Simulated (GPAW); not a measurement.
Crystal: Pd.

```
Pd
1.0
     0.00000    1.94650    1.94650
     1.94650    0.00000    1.94650
     1.94650    1.94650    0.00000
Pd
1
Direct
  0.00000 0.00000 0.00000
```

```yaml
Program: GPAW 26.7.0
Task: relaxation of cell and atoms
Functional: LDA
Potentials_or_basis: the program's PAW data sets (release 1.2.1) made for this functional
Cutoff: 600 eV
Basis: pw
k_mesh: 12 × 12 × 12
Occupations: fermi-dirac, width 0.05 eV
Spin: no spin polarisation
```

At the start: pressure -8.6 GPa; volume 14.75 Å³/atom.

**Question.** How do energy, volume and symmetry change on relaxing?

**Answer.** Over 3 steps the energy falls by 17.6 meV/atom and the volume is 14.13 Å³/atom (-4.2 %); space group Fm-3m (No. 225, to 0.05 Å).

The path:
```tsv
step	energy change (eV)	largest force (eV/Å)	pressure (GPa)	volume (Å³)
1	0.0000	0.0000	-8.56	14.75
2	-0.0168	0.0000	-1.89	14.26
3	-0.0176	0.0000	0.16	14.13
```

Final structure:
```xyz
1
Lattice="0.0000 1.9188 1.9188 1.9188 0.0000 1.9188 1.9188 1.9188 0.0000" Properties=species:S:1:pos:R:3 pbc="T T T"
Pd    0.0000    0.0000    0.0000
```

Caveat: later steps reuse the first step's grids.
